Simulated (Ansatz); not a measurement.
## Ta3N5: what each run costs

Cell: 16 atoms, space group Cmcm, a = 5.463 Å, b = 5.463 Å, c = 10.262 Å, α = 90.00°, β = 90.00°, γ = 138.33°.

All runs are DFT with Ansatz 0.2.0 on 1 thread of Intel Xeon Platinum 8259CL CPU @ 2.50GHz (Skylake/Cascade Lake) (x86_64; 8 cores open to the job, memory cap 3.0 GiB, no GPU), a shared host.

(1) Rank the runs by wall time, shortest first.
A. single point at relaxed positions, PBE with spin–orbit coupling, gradients read without the response of the cores, 420 eV, 8×8×3 k-points, smearing 0.02 eV
B. relaxation of the ions, PBE, gradients read without the response of the cores, 420 eV, 8×8×3 k-points, smearing 0.02 eV
C. single point, PBE, gradients read without the response of the cores, 420 eV, 8×8×3 k-points, smearing 0.02 eV
D. single point at relaxed positions, PBE, gradients read without the response of the cores, 350 eV, 8×8×3 k-points, smearing 0.02 eV
E. single point at relaxed positions, r2SCAN, gradients read without the response of the cores, 500 eV, 8×8×3 k-points, smearing 0.02 eV

Answers

(1) D (33 s, 0.69 GiB), C (48 s, 0.83 GiB), E (88 s, 1.3 GiB), B (2.7 min, 0.93 GiB), A (7.8 min, 2.2 GiB).
